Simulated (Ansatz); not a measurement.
Runs of Ansatz 0.2.0 on HfO2. The structure is monoclinic, space group P2_1/c (No. 14). Conventional cell: a = 5.118 Å, b = 5.186 Å, c = 5.284 Å, α = 90.00°, β = 99.35°, γ = 90.00°. Hf (site symmetry 1) is surrounded by 7 O at 2.03 to 2.25 Å. O (site symmetry 1) has 3 Hf at 2.03 to 2.12 Å as nearest neighbours. O (site symmetry 1) has 4 Hf at 2.14 to 2.25 Å as nearest neighbours. 

```tsv
task	level	potentials or basis	cell	k mesh	cutoff (eV)	points for each segment of the path	gap on the mesh (eV)	pressure (GPa)	V0 of scaled cells (Å³/atom)	relaxed volume (Å³/atom)	B0 (GPa)
relaxation of cell and atoms	rPW86-PBE+rVV10	Ansatz PAW	relaxed	5 × 5 × 5	420	-	4.00	0.0	-	11.95	-
relaxation of cell and atoms	revPBE+D4	Ansatz PAW	relaxed	5 × 5 × 5	420	-	4.18	0.0	-	(b)	-
equation of state	PBE	JTH PAW	as given	5 × 5 × 5	1380	-	-	-	11.69	-	238
equation of state	PBE	SPMS NC	as given	5 × 5 × 5	1034	-	-	-	(c)	-	233
band structure	revPBE	Ansatz PAW	as given	4 × 4 × 4	420	10	4.22	(a)	-	-	-
```

Alike in all rows: no spin polarisation; smearing fermi-dirac 0.05 eV.

Estimate the missing entries.

(a) 9.4; (b) 11.62; (c) 11.71.

Caveats: the potentials were made for another functional, which shifts forces and pressure (some runs); spin-orbit coupling is left out, which moves the levels of the heavy elements (some runs); the PAW data sets come from PBE, with cores solved anew for the run's functional, which leaves a small shift of forces and pressure (some runs); the plane-wave basis is chosen anew once the cell has moved, so the energies of steps on either side of that aren't comparable (some runs); the cell was scaled at fixed shape and fractional positions, which overstates the stiffness of a crystal with free parameters, most of all of layers and chains (some runs).

A k mesh can miss the band edges, and the runs leave out spin-orbit coupling on Hf.

Not every run made on this cell is shown here.
